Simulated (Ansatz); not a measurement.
# CaO: the cost of one run

Computed with Ansatz 0.2.0 (DFT PBEsol, scalar-relativistic, plane waves, PAW, unless a step's input says otherwise).

## (1) The system as given

Symmetry: I4/mmm, No. 139, tetragonal system. The conventional cell has a = 3.335 Å, b = 3.335 Å, c = 17.027 Å, α = 90.00°, β = 90.00°, γ = 90.00°. Ca (site symmetry 4mm) has 5 O at 2.36 Å as nearest neighbours. Around O (site symmetry 4mm) lie 5 Ca at 2.36 Å.

Structure file:

```
Ca O
1.0
    -1.66763    1.66763    8.51349
     1.66763   -1.66763    8.51349
     1.66763    1.66763   -8.51349
Ca O
2 2
Direct
  0.32040 0.32040 0.00000
  0.67960 0.67960 0.00000
  0.18181 0.18181 0.00000
  0.81819 0.81819 0.00000
```

The structure comes from the Materials Project (structure only).

## (2) Quick check of gap, pressure and forces

input.yaml reads:

```yaml
crystal:
  lattice:
    - [-1.667634, 1.667634, 8.513492]
    - [1.667634, -1.667634, 8.513492]
    - [1.667634, 1.667634, -8.513492]
  atoms:
    - { symbol: Ca, position: [0.320403, 0.320403, 0.0] }
    - { symbol: Ca, position: [0.679597, 0.679597, 0.0] }
    - { symbol: O, position: [0.181814, 0.181814, 0.0] }
    - { symbol: O, position: [0.818186, 0.818186, 0.0] }
basis:
  ecutwfc: 420
kpoints:
  mp_grid: { grid: [8, 8, 8] }
hamiltonian:
  xc: pbesol
scf:
  occupations: { method: gaussian, width: 0.1 }
output:
  forces: true
  stress: true
  eigenvalues: true
```

What time and memory should one allow on 1 thread of an x86-64 CPU, shared host?

About 1.9 s, with a peak of 0.43 GiB.
